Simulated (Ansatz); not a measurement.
# MoS2: band gap under strain

How does strain move the band edges of MoS2 as a 2H monolayer, and do the functionals agree on it? States: +2.0 % strain along x alone; +3.0 % strain along x alone; +4.0 % strain along x alone.

Code: Ansatz 0.2.0. PAW datasets, plane waves. Spin-unpolarised throughout; all numbers are computed.

## 1. The system as given

The unstrained cell was relaxed with r2SCAN; in each strained cell the atoms were relaxed again with r2SCAN. Names of k-points are those of the unstrained zone, where strain can split equivalent points. First state: +2.0 % strain along x alone.

In-plane lattice: a = 3.248 Å, b = 3.200 Å, γ = 120.5°; thickness between the outer nuclei 3.08 Å. Around Mo lie 6 S at 2.40–2.42 Å; around S lie 3 Mo at 2.40–2.42 Å.

As a file:

```
CELL_PARAMETERS angstrom
3.24755 0.00000 0.00000
-1.62377 2.75731 0.00000
0.00000 0.00000 30.57252
ATOMIC_POSITIONS crystal
Mo 0.33265 0.66530 0.29438
S 0.66701 0.33402 0.34483
S 0.66701 0.33402 0.24394
```
Two periodic directions, a and b.

From earlier runs on the unstrained cell: PBE 1.59 eV, r2SCAN 1.67 eV, HSE06 2.11 eV, r2SCAN+SOC 1.67 eV; a = 3.184 Å.

## 2. +2.0 % strain along x alone: PBE

Contents of input.yaml:

```yaml
crystal:
  lattice:
    - [3.2475473111, 0.0, 0.0]
    - [-1.6237736555, 2.7573122269, 0.0]
    - [0.0, 0.0, 30.5725179208]
  atoms:
    - { symbol: Mo, position: [0.332650539, 0.6653010781, 0.2943820337] }
    - { symbol: S, position: [0.6670080638, 0.3340161276, 0.3448273977] }
    - { symbol: S, position: [0.6670080638, 0.3340161276, 0.2439366697] }
  periodic: [true, true, false]
kpoints:
  mp_grid: { grid: [12, 12, 1] }
  band_path:
    path:
      - [0.0, 0.0, 0.0]
      - [0.5, 0.0, 0.0]
      - [0.3333333333, 0.3333333333, 0.0]
      - [0.341146, 0.328125, 0.0]
    npoints: 1
hamiltonian:
  xc: pbe
scf:
  occupations: { method: fermi_dirac, width: 0.02 }
  n_extra_bands: 4
output:
  forces: true
  stress: true
  eigenvalues: true
```

The run is started by

```
$ ansatz run input.yaml --threads 2 --pin off --max-ram 20275MiB --backend cpu --events-out ev --progress --plain --runs-dir out
```

Further steps of the session: +2.0 % strain along x alone: r2SCAN; +2.0 % strain along x alone: HSE06; +2.0 % strain along x alone: r2SCAN+SOC; +3.0 % strain along x alone: PBE; +3.0 % strain along x alone: r2SCAN; +3.0 % strain along x alone: HSE06; +3.0 % strain along x alone: r2SCAN+SOC; +4.0 % strain along x alone: PBE; +4.0 % strain along x alone: r2SCAN; +4.0 % strain along x alone: HSE06; +4.0 % strain along x alone: r2SCAN+SOC.

What does the calculation give?

The runs gave:

Least gap in eV (negative: overlap), with the change from the unstrained cell in brackets:

```
                      state  area change (%)           PBE        r2SCAN         HSE06
+2.0 % strain along x alone             +2.0  1.36 (-0.23)  1.44 (-0.23)  1.85 (-0.26)
+3.0 % strain along x alone             +3.0  1.25 (-0.34)  1.32 (-0.35)  1.72 (-0.39)
+4.0 % strain along x alone             +4.0  1.15 (-0.44)  1.21 (-0.46)  1.61 (-0.50)
```

In words: The largest move of the HSE06 gap in the table is -0.498 eV, under +4.0 % strain along x alone. PBE and HSE06 differ by 0.51 eV on the unstrained gap, and by at most 0.05 eV on its change: the two disagree on the size of the gap but agree on its response to strain.
